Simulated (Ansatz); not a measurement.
MnO2:

```
Mn O
1.0
     2.85658    0.00000    0.00000
    -1.42829    2.47387    0.00000
     0.00000    0.00000    4.60137
Mn O
1 2
Direct
  0.00000 0.00000 0.50000
  0.33333 0.66667 0.70629
  0.66667 0.33333 0.29371
```

Measurements of this composition are mostly on another form, of space group No. 136.

Base run:

| Quantity | Value |
| --- | --- |
| Program | Ansatz 0.2.0 |
| Functional | LDA |
| Potentials or basis | all-electron LAPW, scalar-relativistic |
| Cutoff | 417 eV |
| Density cutoff | 1669 eV |
| Basis error allowed | 0.002 eV/atom |
| k mesh | 11 × 11 × 6 |
| Occupations | fermi-dirac, width 0.05 eV |
| Spin | collinear spin, ferromagnetic start |
| Starting moments | [4.0, 0.0, 0.0] μB |

Its results: band gap on the k mesh 0.45 eV, indirect (least direct gap 0.49 eV); pressure -8.6 GPa; net moment 3.00 μB per cell; site moments Mn +2.70; O +0.06 μB; largest force 0.531 eV/Å.

The run is repeated on the same cell with these changes: functional from LDA to PBEsol. What comes out?

Band gap on the k mesh 0.75 eV, indirect (least direct gap 0.80 eV); pressure -2.1 GPa; net moment 3.00 μB per cell; site moments Mn +2.72; O +0.05 μB; largest force 0.161 eV/Å.

PBEsol binds less tightly than LDA, so the same cell stands under more pressure.

Caveats: a cell with one magnetic atom can't hold antiferromagnetic order, which such compounds often take.

Not every run made on this cell is shown here.
